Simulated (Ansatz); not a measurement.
# AlN: optical spectrum from first principles, part 2 of 2

Wanted: where AlN starts to absorb, how strongly, and its refractive index. The cell comes from an older database entry, whose edges can differ from later determinations, mostly by under a per cent.

Ansatz 0.2.0; DFT, PBE, plane-wave PAW, default files, scalar-relativistic, independent-particle optical response without local fields.

So far. Step 2 (Ground state and bands): There is a gap, 4.21 eV on the path, so no carriers' term is needed. The cell is left with a pressure of 3.7 GPa and forces up to 0.13 eV/Å, as it stands unrelaxed at this level.

The database entry behind the starting cell differs from later determinations by our own check (inner coordinate u about 0.002 short), so it need not match the best structure at ambient conditions.

## Step 3: Spectrum (continued)

Table of Re ε by photon energy:

```csv
photon energy (eV),E ∥ x or y,E ∥ z
0.0,4.59,4.77
0.5,4.60,4.79
1.0,4.64,4.83
1.5,4.70,4.90
2.0,4.80,5.02
2.5,4.94,5.17
3.0,5.12,5.39
3.5,5.38,5.71
4.0,5.78,6.23
4.5,6.56,6.90
5.0,6.77,7.31
5.5,7.33,8.24
6.0,9.16,11.9
6.5,9.21,9.82
7.0,8.80,4.43
7.5,6.24,1.82
8.0,2.51,0.0629
8.5,0.735,1.87
9.0,1.06,3.42
9.5,0.875,3.62
10.0,2.28,-0.126
10.5,2.63,1.71
11.0,-0.840,-0.398
11.5,1.49,2.76
12.0,-0.318,-1.67
12.5,-1.16,-1.57
13.0,-1.91,-2.02
13.5,-2.24,-2.42
14.0,-1.86,-1.53
14.5,-2.14,-1.56
15.0,-1.89,-1.74
15.5,-1.55,-1.56
16.0,-1.33,-1.32
16.5,-1.17,-1.13
17.0,-1.02,-0.962
17.5,-0.987,-0.961
18.0,-0.669,-0.666
18.5,-0.486,-0.422
19.0,-0.366,-0.279
19.5,-0.275,-0.194
20.0,-0.166,-0.130
```

Table of loss function −Im 1/ε at q → 0 by energy loss; read off at these points:

```csv
energy loss (eV),E ∥ x or y,E ∥ z
4.0,0,4.5e-6
4.5,0.00821,0.0118
5.0,0.0173,0.0165
5.5,0.0190,0.0164
6.0,0.0226,0.0186
6.5,0.0426,0.0505
7.0,0.0546,0.0875
7.5,0.0759,0.0955
8.0,0.0947,0.205
8.5,0.161,0.225
9.0,0.166,0.145
9.5,0.247,0.113
10.0,0.170,0.151
10.5,0.161,0.163
11.0,0.167,0.258
11.5,0.196,0.165
12.0,0.188,0.156
12.5,0.167,0.189
13.0,0.175,0.184
13.5,0.203,0.203
14.0,0.243,0.294
14.5,0.232,0.298
15.0,0.263,0.285
15.5,0.321,0.320
16.0,0.374,0.378
16.5,0.426,0.440
17.0,0.492,0.520
17.5,0.450,0.483
18.0,0.694,0.690
18.5,1.02,1.18
19.0,1.36,1.61
19.5,1.74,1.93
20.0,2.48,2.32
```

Refractive index n and extinction k against photon energy:

```csv
photon energy (eV),"n, E ∥ x or y","k, E ∥ x or y","n, E ∥ z","k, E ∥ z"
0,2.14,0,2.18,0
1,2.15,0,2.20,0
2,2.19,0,2.24,0
3,2.26,0,2.32,0
4,2.40,0,2.50,3.5e-5
5,2.61,0.155,2.71,0.166
6,3.04,0.327,3.47,0.400
7,3.15,1.05,2.72,1.72
8,2.52,1.96,1.57,1.55
9,1.87,1.56,2.07,0.935
10,1.95,1.23,1.80,1.84
11,1.59,1.84,1.31,1.46
12,1.58,1.68,1.50,1.98
13,1.31,1.90,1.21,1.87
14,0.898,1.63,0.822,1.49
15,0.578,1.49,0.670,1.48
16,0.477,1.25,0.486,1.25
17,0.464,1.11,0.453,1.08
18,0.264,0.860,0.257,0.856
19,0.303,0.676,0.350,0.634
20,0.309,0.511,0.373,0.519
```

The reflectivity at normal incidence has structure finer than the step of the table below, so its rows give means over 0.5 eV, whole bins alone (the curve runs from 0 to 20 eV). Peaks (eV: height): E ∥ x or y 8.05: 38.1, 10.95: 37.4, 14.95: 51.1, 17.60: 58.2; E ∥ z 7.60: 40.0, 9.95: 36.1, 10.80: 34.7, 13.55: 48.6, 16.15: 49.6, 17.70: 58.0.

Table of reflectivity at normal incidence by photon energy; means over each step:

```csv
photon energy (eV),E ∥ x or y (%),E ∥ z (%)
0.5,13.3,13.9
1.0,13.4,14.0
1.5,13.6,14.3
2.0,13.9,14.6
2.5,14.4,15.2
3.0,15.0,15.9
3.5,15.8,16.8
4.0,17.1,18.4
4.5,19.1,20.2
5.0,20.0,21.4
5.5,21.6,23.8
6.0,25.5,30.4
6.5,28.5,35.2
7.0,31.0,35.0
7.5,33.3,37.8
8.0,36.6,30.6
8.5,32.1,19.5
9.0,30.1,20.2
9.5,23.8,28.3
10.0,22.8,33.4
10.5,25.3,29.1
11.0,34.1,28.8
11.5,26.4,24.1
12.0,32.7,38.7
12.5,37.3,39.3
13.0,40.5,42.0
13.5,44.6,47.0
14.0,43.4,41.2
14.5,48.1,41.8
15.0,50.9,45.6
15.5,50.0,48.4
16.0,48.9,48.8
16.5,48.0,47.9
17.0,47.9,46.3
17.5,57.0,54.7
18.0,54.6,55.4
18.5,48.0,47.5
19.0,43.6,37.2
19.5,40.8,33.1
```

Optical constants at common wavelengths, from n + ik = √ε:

```csv
wavelength (nm),n xy,k xy,R (%) xy,1/α xy,n z,k z,R (%) z,1/α z
1550,2.15,0.000,13.3,over 1 mm,2.19,0.000,14.0,over 1 mm
800,2.17,0.000,13.6,over 1 mm,2.22,0.000,14.3,over 1 mm
633,2.19,0.000,13.9,over 1 mm,2.24,0.000,14.6,over 1 mm
532,2.21,0.000,14.2,over 1 mm,2.26,0.000,15.0,over 1 mm
450,2.24,0.000,14.7,over 1 mm,2.30,0.000,15.5,over 1 mm
405,2.27,0.000,15.1,over 1 mm,2.33,0.000,15.9,over 1 mm
308,2.41,0.000,17.1,over 1 mm,2.50,0.000,18.4,138 µm
```

Through 1 µm of it, D65 light comes out colourless, dimmed by reflection (x = 0.314, y = 0.330; 75 % transmitted).

At 1064 nm the birefringence n(z) − n(x) is +0.044: the crystal is uniaxial positive at this level.

The first strong peak, at 7.96 eV, fits the third-highest filled and the lowest empty band, which run nearly parallel at that distance over 50 % of Γ–M; the match rests on energies alone.

The f-sum over the summed bands holds 12.4 of the cell's 16 electrons outside the frozen cores, 4 of which lie in bands more than 12 eV below the Fermi level, whose transitions come at higher energies. Up to 20 eV the strength has a mean oscillator energy of 9.9 eV, close to the main peak.

## Step 4: Results

```json
{
  "gap on the path": "4.21 eV",
  "least direct gap on the path": "4.21 eV",
  "electronic dielectric constant ε∞, mean over x, y and z (by symmetry where fewer were run) (independent particles)": "4.65",
  "absorption onset, first axis (α over 10⁴ cm⁻¹, or the direct gap if that lies higher)": "4.38 eV",
  "main peak of Im epsilon, first axis": "7.96 eV"
}
```

What this shows: At this level (PBE, independent particles) AlN has a mean ε∞ = 4.65 and n = 2.15 at 1550 nm (E ∥ x); absorption sets in near 4.4 eV, and Im ε peaks at 8.0 eV (E ∥ x). The gap on the path is direct, 4.21 eV. The absorption coefficient passes 10⁴ cm⁻¹ at 4.38 eV, in the ultraviolet, so the visible is passed. Distinct maxima of Im ε, read by a parabola through the highest points, lie at 7.96 eV (10), 10.82 eV (7.5), 11.78 eV (6.0) and 12.44 eV (5.8) for E ∥ x or y. The static values by axis are 4.59 (xy), 4.77 (z). The first strong peak, at 7.96 eV, fits the third-highest filled and the lowest empty band, which run nearly parallel at that distance over 50 % of Γ–M; the match rests on energies alone. Through 1 µm of it, D65 light comes out colourless, dimmed by reflection (x = 0.314, y = 0.330; 75 % transmitted). At 1064 nm the birefringence n(z) − n(x) is +0.044: the crystal is uniaxial positive at this level. Excitons and phonon-assisted transitions are missing, and so are local fields; PBE gaps are as a rule too small, which pulls the onset down and ε∞ up. In the base run ε includes the program's bounded estimate of what the bands above those summed add.

[Logs are printed without paths, hosts, clocks, repeated set-up lines and the standing remarks that a program may print on its own settings, such as how far it seeks lower states.]

[Hosts, paths, dates, database ids (printed as entryN), source tags and the programs' standing remarks are cut or masked in the printed files.]
